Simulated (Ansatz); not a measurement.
WSe2: an elastic constant from a strain scan

Level of theory: DFT PBEsol, scalar-relativistic, plane waves, PAW in Ansatz. Settings: plane waves to 420 eV, k-mesh 12×12×2 (Γ-centred), Gaussian smearing 0.05 eV. Spin–orbit coupling is left out, which can shift energies with elements as heavy as these. No spin polarisation. Energies are free energies at this smearing, counted from the undisturbed cell; pressure is positive in compression.

Reference structure (relaxed at this level; this form isn't the usual structure):

```
W Se
1.0
     3.27025    0.00000    0.00000
    -1.63513    2.83212    0.00000
     0.00000    0.00000   16.66122
W Se
1 2
Direct
  0.00000 0.00000 0.00000
  0.33333 0.66667 0.10040
  0.33333 0.66667 0.89960
```

The cell holds layers and no dispersion correction was added, so their binding is poorly described.

The cell is strained by ε times the Voigt pattern (0, 1, 0, 0, 0, 0) (xx, yy, zz, yz, xz, xy; engineering shear) with fractional coordinates fixed. The cell holds 3 atoms in V0 = 154.31 Å³. The stress column is τ = (1/V0) dE/dε, got from the stress tensor σ (compression positive) at each point as −det(1 + εP) σ : P(1 + εP)⁻¹, with P the pattern as a tensor.

```
      ε  ΔE (meV/atom)  τ (GPa)
-0.0400         26.948   -4.411
-0.0300         14.776   -3.187
-0.0200          6.396   -2.046
-0.0100          1.553   -0.984
 0.0000          0.000    0.004
 0.0100          1.506    0.923
 0.0200          5.853    1.775
 0.0300         12.836    2.565
 0.0350         17.254    2.938
 0.0400              ?        ?
```

Q: Which combination of elastic constants does this scan measure, and how large is it?

A: For small ε, τ = τ0 + Kε with K = pᵀCp, which for this pattern is C22 in the Cartesian frame shown. The parabola through τ at ε = -0.0100, 0 and 0.0100 has slope K = 95 GPa at zero. The energies per cell, E = NΔE, of the same two points give K = 2[E(ε₊)/ε₊ − E(ε₋)/ε₋]/[(ε₊ − ε₋)V0] = 95 GPa, in agreement. These are clamped-ion values.

Q: Predict the withheld row at ε = 0.0400 from the harmonic law, and compare.

A: ΔE = V0(τ0 ε + Kε²/2)/N = 24.539 meV/atom and τ = 3.82 GPa. The calculation gives 22.259 meV/atom and 3.30 GPa: the energy lies 9 % below the harmonic value, as bonds soften when stretched.

Forces appear on the atoms along this scan, and letting them relax would lower the energy and soften the response.